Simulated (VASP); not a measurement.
# Te2Mo in VASP: settings compared

One slab, Te2Mo, is run at these levels: LDA, optB88-vdW, PBE+TS, BEEF-vdW; tasks: dielectric tensor, density of states, band structure.

All numbers are computed with VASP 6.6.1; they aren't measurements. Logs are shortened: lines on timing, memory, paths and dates and some standing lists are left out, and cuts for length are marked.

## Step 1: The slab as given

The cell holds a slab with vacuum, 3 atoms: a = 3.560 Å, b = 3.560 Å, c = 17.524 Å, α = 90.00°, β = 90.00°, γ = 120.00°.

## Step 2: Dielectric tensor, LDA

Input file INCAR:

```
SYSTEM = Te2Mo
ALGO = Normal
EDIFF = 1E-8
ENCUT = 520
GGA = CA
ISIF = 2
ISMEAR = 0
KPAR = 4
LASPH = .True.
LCHARG = .False.
LEPSILON = .True.
LREAL = .False.
LWAVE = .False.
NELM = 100
PREC = Accurate
SIGMA = 0.02
```

Input file KPOINTS:

```
k-points
0
Gamma
  10 10 2
  0 0 0
```

Input file POSCAR:

```
Te2Mo
1.0
    3.5602328140      0.0000000000      0.0000000000
   -1.7801164070      3.0832520603      0.0000000000
    0.0000000000      0.0000000000     17.5240578200
Te Mo
2 1
Direct
    0.3333333333      0.6666666667      0.1021445500
    0.3333333333      0.6666666667      0.8978554500
    0.0000000000      0.0000000000      0.0000000000
```

Potentials or basis: VASP PAW LDA potentials, release 64 (Te, Mo_sv).

Run with:

```sh
$ cat potpaw_LDA.64/Te/POTCAR potpaw_LDA.64/Mo_sv/POTCAR > POTCAR
$ mpirun -np 4 vasp_std > vasp.out
```

OUTCAR:

```text
SYSTEM = Te2Mo
   EDIFF = 1E-8
   ENCUT = 520
   GGA = CA
   ISIF = 2
   ISMEAR = 0
   LASPH = .True.
   LEPSILON = .True.
   LREAL = .False.
   NELM = 100
   PREC = Accurate

 ion  position               nearest neighbor table
   1  0.333  0.667  0.102-   3 2.73   3 2.73   3 2.73   2 3.58
   2  0.333  0.667  0.898-   3 2.73   3 2.73   3 2.73   1 3.58
   3  0.000  0.000  0.000-   1 2.73   2 2.73   1 2.73   2 2.73   1 2.73   2 2.73

  LATTYP: Found a hexagonal cell.
 ALAT       =     3.5602328140
 C/A-ratio  =     4.9221662558

  Lattice vectors:

 A1 = (   3.5602328140,   0.0000000000,   0.0000000000)
 A2 = (  -1.7801164070,   3.0832520603,   0.0000000000)
 A3 = (   0.0000000000,   0.0000000000,  17.5240578200)

Analysis of symmetry for initial positions (statically):
=====================================================================
 Subroutine PRICEL returns:
 Original cell was already a primitive cell.

 Routine SETGRP: Setting up the symmetry group for a
 hexagonal supercell.

 Subroutine GETGRP returns: Found 12 space group operations
 (whereof 12 operations were pure point group operations)
 out of a pool of 24 trial point group operations.

The static configuration has the point symmetry D_3h.

Analysis of symmetry for dynamics (positions and initial velocities):
=====================================================================
 Subroutine PRICEL returns:
 Original cell was already a primitive cell.

 Routine SETGRP: Setting up the symmetry group for a
 hexagonal supercell.

 Subroutine GETGRP returns: Found 12 space group operations
 (whereof 12 operations were pure point group operations)
 out of a pool of 24 trial point group operations.

The dynamic configuration has the point symmetry D_3h.

 Subroutine INISYM returns: Found 12 space group operations
 (whereof 12 operations are pure point group operations),
 and found     1 'primitive' translations

----------------------------------------------------------------------------------------

                                     Primitive cell

  volume of cell :     192.3633

  direct lattice vectors                    reciprocal lattice vectors
     3.560232814  0.000000000  0.000000000     0.280880508  0.162166437  0.000000000
    -1.780116407  3.083252060  0.000000000     0.000000000  0.324332873  0.000000000
     0.000000000  0.000000000 17.524057820     0.000000000  0.000000000  0.057064409

  length of vectors
     3.560232814  3.560232814 17.524057820     0.324332873  0.324332873  0.057064409

  position of ions in fractional coordinates (direct lattice)
     0.333333333  0.666666667  0.102144550
     0.333333333  0.666666667  0.897855450
     0.000000000  0.000000000  0.000000000

  ion indices of the primitive-cell ions
   primitive index   ion index
                 1           1
                 2           2
                 3           3

----------------------------------------------------------------------------------------

 KPOINTS: k-points

Automatic generation of k-mesh.
 Grid dimensions read from file:
 generate k-points for:   10   10    2

 Generating k-lattice:

  Cartesian coordinates                     Fractional coordinates (reciprocal lattice)
     0.028088051  0.016216644  0.000000000     0.100000000  0.000000000  0.000000000
     0.000000000  0.032433287  0.000000000     0.000000000  0.100000000  0.000000000
     0.000000000  0.000000000  0.028532204     0.000000000  0.000000000  0.500000000

  Length of vectors
[... 79 lines left out ...]
   LORBIT       =      0    0 simple, 1 ext, 2 COOP (PROOUT), +10 PAW based schemes
   GGA     = CA    functional components
   LHFCALC =     F    Hartree Fock is set to
   AEXX    =    0.0000 exact exchange contribution
   IVDW    =     0    specifies the selected vdW correction
   LEPSILON=     T    determine dielectric tensor
   LRPA    =     F    only Hartree local field effects (RPA)
 non-spin polarized calculation
 Gauss-broadening in eV      SIGMA  =   0.02
  energy-cutoff  :      520.00
  volume of cell :      192.36
 maximum number of plane-waves:      5262
 NGX is ok and might be reduce to    28
   NGX = 13   NGY = 13   NGZ = 65

--------------------------------------- Ionic step        1  -------------------------------------------

 number of electron      26.0000000 magnetization

 E-fermi :   0.0464     XC(G=0):  -4.8257

 val. band max:       -0.2142615092   @ k =   0.3000   0.3000   0.0000
 cond. band min:       1.0097993781   @ k =   0.3000   0.3000   0.0000
 fundamental gap:      1.2240608873
 Fermi energy:         0.0463781285

 k-point     1 :       0.0000    0.0000    0.0000
  band No.  band energies     occupation
      1     -60.4382      2.00000
      2     -34.7738      2.00000
      3     -34.6669      2.00000
      4     -34.6669      2.00000
      5     -12.6716      2.00000
      6     -11.6916      2.00000
[... 457 lines left out ...]
      4     -34.7003      2.00000
      5     -10.7897      2.00000
      6     -10.4508      2.00000
[... 9 lines left out ...]
     16       2.8362      0.00000
     17       3.3539      0.00000

 [... further k-points ...]

  FORCE on cell =-STRESS in cart. coord.  units (eV):
  Direction    XX          YY          ZZ          XY          YZ          ZX
  --------------------------------------------------------------------------------------
  -------------------------------------------------------------------------------------
  Total       -2.3748335     -2.3748335     -1.3384102      0.0000000      0.0000000      0.0000000
  in kB      -19.7797884    -19.7797884    -11.1475062      0.0000000      0.0000000      0.0000000
  external PRESSURE =     -16.9023610 kB  Pullay stress =       0.0000000 kB

 VOLUME and BASIS-vectors are now :
 -----------------------------------------------------------------------------
  energy-cutoff  :      520.00
  volume of cell :      192.36
      direct lattice vectors                 reciprocal lattice vectors
     3.560232814  0.000000000  0.000000000     0.280880508  0.162166437  0.000000000
    -1.780116407  3.083252060  0.000000000     0.000000000  0.324332873  0.000000000
     0.000000000  0.000000000 17.524057820     0.000000000  0.000000000  0.057064409

 POSITION                                       TOTAL-FORCE (eV/Angst)
 -----------------------------------------------------------------------------------
     -0.00000      2.05550      1.78999        -0.000000      0.000000     -0.370392
     -0.00000      2.05550     15.73407        -0.000000      0.000000      0.370392
      0.00000      0.00000      0.00000         0.000000      0.000000      0.000000
 -----------------------------------------------------------------------------------
    total drift:                                0.000000     -0.000000     -0.000000

  FREE ENERGIE OF THE ION-ELECTRON SYSTEM (eV)
  ---------------------------------------------------
  free  energy   TOTEN  =       -20.4123851698 eV

  energy  without entropy=      -20.4123851698  energy(sigma->0) =      -20.41238517

 HEAD OF MICROSCOPIC STATIC DIELECTRIC TENSOR (INDEPENDENT PARTICLE, excluding Hartree and local field effects)
 ------------------------------------------------------
           8.870767     0.000000    -0.000000
           0.000000     8.870767     0.000000
           0.000000     0.000000     4.561637
 ------------------------------------------------------

 Free energy of the ion-electron system (eV)
  ---------------------------------------------------
  ---------------------------------------------------
  free energy    TOTEN  =        -4.15080178 eV

  energy without entropy =       -4.15080178

------------------------ aborting loop because EDIFF is reached ----------------------------------------

--------------------------------------- Ionic step        2  -------------------------------------------

------------------------ aborting loop because EDIFF is reached ----------------------------------------

--------------------------------------- Ionic step        3  -------------------------------------------

 Free energy of the ion-electron system (eV)
  ---------------------------------------------------
  ---------------------------------------------------
  free energy    TOTEN  =        -0.31191050 eV

  energy without entropy =       -0.31191050

------------------------ aborting loop because EDIFF is reached ----------------------------------------

 PIEZOELECTRIC TENSOR FIELD DIRECTION 3  (e Angst)
 -----------------------------------------------------------------------------
     0.00000 -0.00000  0.00000           (  0.00000  0.00000  0.00000)
     0.00000  0.00000  0.00000           (  0.00000  0.00000  0.00000)
    -0.00000  0.00000  0.00000           (  0.00000  0.00000  0.00000)

 PIEZOELECTRIC TENSOR FIELD DIRECTION 3  (C/m^2)
 -----------------------------------------------------------------------------
     0.00000 -0.00000  0.00000
     0.00000  0.00000  0.00000
    -0.00000  0.00000  0.00000

 MACROSCOPIC STATIC DIELECTRIC TENSOR (including local field effects in DFT)
 ------------------------------------------------------
           8.423042     0.000000     0.000000
          -0.000000     8.423042     0.000000
           0.000000     0.000000     1.553543
 ------------------------------------------------------

 PIEZOELECTRIC TENSOR (including local field effects)  for field in x, y, z        (e  Angst)
          XX          YY          ZZ          XY          YZ          ZX
  --------------------------------------------------------------------------------
  x     0.00000    -0.00000     0.00000     1.74810     0.00000     0.00000
  y     1.74810    -1.74810     0.00000    -0.00000     0.00000     0.00000
  z     0.00000     0.00000     0.00000     0.00000     0.00000     0.00000

 PIEZOELECTRIC TENSOR (including local field effects)  for field in x, y, z        (C/m^2)
          XX          YY          ZZ          XY          YZ          ZX
  --------------------------------------------------------------------------------
  x     0.00000    -0.00000     0.00000     0.14560     0.00000     0.00000
  y     0.14560    -0.14560     0.00000    -0.00000     0.00000     0.00000
  z     0.00000     0.00000     0.00000     0.00000     0.00000     0.00000

 BORN EFFECTIVE CHARGES (including local field effects) (in |e|, cummulative output)
 ---------------------------------------------------------------------------------
 ion    1
    1     1.60520     0.00000    -0.00000
    2     0.00000     1.60520     0.00000
    3     0.00000    -0.00000     0.12688
 ion    2
    1     1.60520     0.00000     0.00000
    2     0.00000     1.60520     0.00000
    3     0.00000     0.00000     0.12688
 ion    3
    1    -3.21040     0.00000     0.00000
    2     0.00000    -3.21040     0.00000
    3     0.00000     0.00000    -0.25375
```

Run time: 7.6 min. Hardware: 4 MPI ranks of Intel Xeon Platinum 8259CL at 2.50GHz (Skylake/Cascade Lake), shared host; peak memory 0.89 GiB.

What came out:

| Property | Result |
| --- | --- |
| Band gap on the k mesh | 1.22 eV, direct |
| Electronic dielectric tensor (diagonal) | 8.42, 8.42, 1.55 |
| Born charges (mean of the diagonal) | Te +1.11; Mo -2.22 e |

Electronic dielectric tensor:
```
8.42 0.00 0.00
0.00 8.42 0.00
0.00 0.00 1.55
```

Born effective charge tensors (e):
atom 1, Te
```
1.61 0.00 0.00
0.00 1.61 0.00
0.00 0.00 0.13
```
atom 2, Te
```
1.61 0.00 0.00
0.00 1.61 0.00
0.00 0.00 0.13
```
atom 3, Mo
```
-3.21  0.00  0.00
 0.00 -3.21  0.00
 0.00  0.00 -0.25
```

Caveat: spin-orbit coupling is left out, which moves the levels of the heavy elements.

## Step 3: Density of states, optB88-vdW

Input file POSCAR:

```
Te2Mo
1.0
    3.5602328140      0.0000000000      0.0000000000
   -1.7801164070      3.0832520603      0.0000000000
    0.0000000000      0.0000000000     17.5240578200
Te Mo
2 1
Cartesian
   -0.0000000002      2.0555013736      1.7899870002
   -0.0000000002      2.0555013736     15.7340708198
    0.0000000000      0.0000000000      0.0000000000
```

Input file INCAR.step1:

```
SYSTEM = Te2Mo
PREC = Accurate
ENCUT = 500
EDIFF = 1E-7
ISMEAR = -1
SIGMA = 0.1
LREAL = .FALSE.
LASPH = .TRUE.
NELM = 80
ALGO = Fast
ISIF = 2
LWAVE = .FALSE.
LCHARG = .TRUE.
LMAXMIX = 4
GGA = BO
LUSE_VDW = .TRUE.
AGGAC = 0.0
PARAM1 = 0.1833333333
PARAM2 = 0.22
```

Input file KPOINTS.step1:

```
regular mesh
0
G
  9 9 2
  0 0 0
```

Input file INCAR.step2:

```
SYSTEM = Te2Mo
PREC = Accurate
ENCUT = 500
EDIFF = 1E-7
ISMEAR = -5
SIGMA = 0.1
LREAL = .FALSE.
LASPH = .TRUE.
NELM = 80
ALGO = Fast
ISIF = 2
LWAVE = .FALSE.
LCHARG = .FALSE.
LMAXMIX = 4
GGA = BO
LUSE_VDW = .TRUE.
AGGAC = 0.0
PARAM1 = 0.1833333333
PARAM2 = 0.22
LORBIT = 10
NEDOS = 2001
ICHARG = 11
```

Input file KPOINTS.step2:

```
regular mesh
0
G
  14 14 3
  0 0 0
```

Potentials or basis: VASP PAW PBE potentials, release 64 (Te, Mo).

Run with:

```sh
$ cat potpaw_PBE.64/Te/POTCAR potpaw_PBE.64/Mo/POTCAR > POTCAR
$ cp INCAR.step1 INCAR
$ cp KPOINTS.step1 KPOINTS
$ mpirun -np 1 vasp_std > vasp.out
$ cp INCAR.step2 INCAR
$ cp KPOINTS.step2 KPOINTS
$ mpirun -np 1 vasp_std > vasp.out
```

OUTCAR:

```text
SYSTEM = Te2Mo
   PREC = Accurate
   ENCUT = 500
   EDIFF = 1E-7
   ISMEAR = -5
   LREAL = .FALSE.
   LASPH = .TRUE.
   NELM = 80
   ISIF = 2
   GGA = BO
   LORBIT = 10
   ICHARG = 11

 ion  position               nearest neighbor table
   1  0.333  0.667  0.102-   3 2.73   3 2.73   3 2.73   2 3.58
   2  0.333  0.667  0.898-   3 2.73   3 2.73   3 2.73   1 3.58
   3  0.000  0.000  0.000-   1 2.73   2 2.73   1 2.73   2 2.73   1 2.73   2 2.73

  LATTYP: Found a hexagonal cell.
 ALAT       =     3.5602328140
 C/A-ratio  =     4.9221662558
[... 588 lines left out ...]
  Total        0.3973389      0.3973389      1.0467796     -0.0000000      0.0000000      0.0000000
  in kB        3.3094023      3.3094023      8.7185393     -0.0000000      0.0000000      0.0000000
  external PRESSURE =       5.1124480 kB  Pullay stress =       0.0000000 kB

 VOLUME and BASIS-vectors are now :
 -----------------------------------------------------------------------------
  energy-cutoff  :      500.00
  volume of cell :      192.36
      direct lattice vectors                 reciprocal lattice vectors
     3.560232814  0.000000000  0.000000000     0.280880508  0.162166437  0.000000000
    -1.780116407  3.083252060  0.000000000     0.000000000  0.324332873  0.000000000
     0.000000000  0.000000000 17.524057820     0.000000000  0.000000000  0.057064409

 POSITION                                       TOTAL-FORCE (eV/Angst)
 -----------------------------------------------------------------------------------
     -0.00000      2.05550      1.78999         0.000000      0.000000      0.298948
     -0.00000      2.05550     15.73407         0.000000      0.000000     -0.298948
      0.00000      0.00000      0.00000        -0.000000     -0.000000      0.000000
 -----------------------------------------------------------------------------------
    total drift:                                0.000066     -0.000038     -0.000000

  FREE ENERGIE OF THE ION-ELECTRON SYSTEM (eV)
  ---------------------------------------------------
  free  energy   TOTEN  =       -11.2591271905 eV

  energy  without entropy=      -11.2591271905  energy(sigma->0) =      -11.25912719

Total vdW correction in eV:      3.8695601

 total charge

# of ion       s       p       d       tot
------------------------------------------
    1        1.390   1.989   0.058   3.437
    2        1.390   1.989   0.058   3.437
    3        0.351   0.425   4.377   5.153
--------------------------------------------------
tot          3.130   4.404   4.493  12.027
```

OSZICAR.step1:

```text
N       E                     dE             d eps       ncg     rms          rms(c)
DAV:   1     0.108199086709E+03    0.10820E+03   -0.58714E+03   624   0.982E+02
DAV:   2    -0.203008153077E+01   -0.11023E+03   -0.10412E+03   981   0.171E+02
DAV:   3    -0.116231741273E+02   -0.95931E+01   -0.94422E+01   824   0.576E+01
[... 21 lines left out ...]
RMM:  25    -0.112592685798E+02    0.54577E-06   -0.28345E-07   460   0.136E-03    0.336E-04
RMM:  26    -0.112592677249E+02    0.85485E-06   -0.45706E-07   470   0.149E-03    0.144E-04
RMM:  27    -0.112592676071E+02    0.11784E-06   -0.26292E-08   294   0.755E-04    0.952E-05
RMM:  28    -0.112592673535E+02    0.25360E-06   -0.14577E-07   373   0.115E-03    0.464E-05
RMM:  29    -0.112592673655E+02   -0.12003E-07   -0.12978E-08   233   0.779E-04
   1 F= -.11259267E+02 E0= -.11258757E+02  d E =-.102098E-02
```

It took 7.1 min on 1 thread of Intel Xeon Platinum 8488C (Sapphire Rapids), shared host; peak memory 0.84 GiB.

What came out:

* Valence electrons inside the program's atomic spheres: Te 3.44; Mo 5.15

States per cell in windows of 1 eV (zero at the valence-band top; states under -8 eV left out):
```
from (eV)  total  Mo3_d  Te1_p  Te2_p  Mo3_p  Mo3_s  Te1_s
     -8.0   0.00   0.00   0.00   0.00   0.00   0.00   0.00
     -7.0   0.00   0.00   0.00   0.00   0.00   0.00   0.00
     -6.0   0.15   0.01   0.02   0.02   0.00   0.01   0.00
     -5.0   2.60   0.43   0.39   0.39   0.05   0.13   0.02
     -4.0   2.27   0.43   0.34   0.34   0.07   0.08   0.04
     -3.0   2.91   0.87   0.44   0.44   0.07   0.03   0.01
     -2.0   3.48   1.18   0.51   0.51   0.10   0.02   0.02
     -1.0   2.98   1.34   0.33   0.33   0.08   0.01   0.01
      0.0   0.00   0.00   0.00   0.00   0.00   0.00   0.00
      1.0   3.00   1.98   0.16   0.16   0.03   0.04   0.01
      2.0   2.62   1.18   0.26   0.26   0.03   0.01   0.03
      3.0   2.27   0.92   0.31   0.31   0.01   0.00   0.02
      4.0   0.00   0.00   0.00   0.00   0.00   0.00   0.00
```

Caveat: the PAW data sets were made with another functional, which shifts forces and pressure a little.

(Part 1 of 2 ends here.)
